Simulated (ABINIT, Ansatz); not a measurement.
An input for ABINIT 10.8.3 (F (C2/c)):

```
acell 3*1.0 Angstrom
rprim 
  2.556322424600 -1.584027248600 -0.000000000000
  2.556322424600 1.584027248600 -0.000000000000
  -0.562110604000 -0.000000000000 6.597708898900
ntypat 1
znucl 9
natom 4
typat 1 1 1 1
xred 
  0.595832880000 0.915335970000 0.597955500000
  0.084664030000 0.404167120000 0.902044500000
  0.404167120000 0.084664030000 0.402044500000
  0.915335970000 0.595832880000 0.097955500000
pp_dirpath "pseudos"
pseudos "F.upf"
ecut 36
ngkpt 4 4 2
nshiftk 1
shiftk 0 0 0
kptopt 1
chksymbreak 0
irdden 1
istwfk *1
nband 108
prtvol 0
optdriver 6
gwr_task "HDIAGO"
paral_kgb 0
occopt 1
indata_prefix "in"
outdata_prefix "out"
tmpdata_prefix "tmp"
```

```sh
OMP_NUM_THREADS=1 mpirun -n 4 abinit run.abi > log
```

Question: How long will it take on 4 MPI ranks of Arm Neoverse N1, shared host, and how much memory?

It took 3.4 min; on shared hardware allow 1.7 min to 6.8 min. Peak host memory was 3.2 GiB.

[Paths, hosts, dates, memory and timing lines, banners, echoed tables and standing remarks are left out of the program output.]

[Logs are printed without paths, hosts, clocks, repeated set-up lines and the standing remarks that a program may print on its own settings, such as how far it seeks lower states.]

[Runs of the session that timed out or met a known fault of the program may be left out.]

[Hosts, paths, dates, database ids (printed as entryN), source tags and the programs' standing remarks are cut or masked in the printed files.]

[G0W0 gaps are taken among the corrected bands and points alone; a level outside them can change the order at an edge.]

[Where Ansatz stands beside ABINIT at settings called matched, ABINIT's density can come from a denser mesh and the files from another edition; pairs whose starting gaps differed by over 0.03 eV were left out, so agreement reads better than it is.]
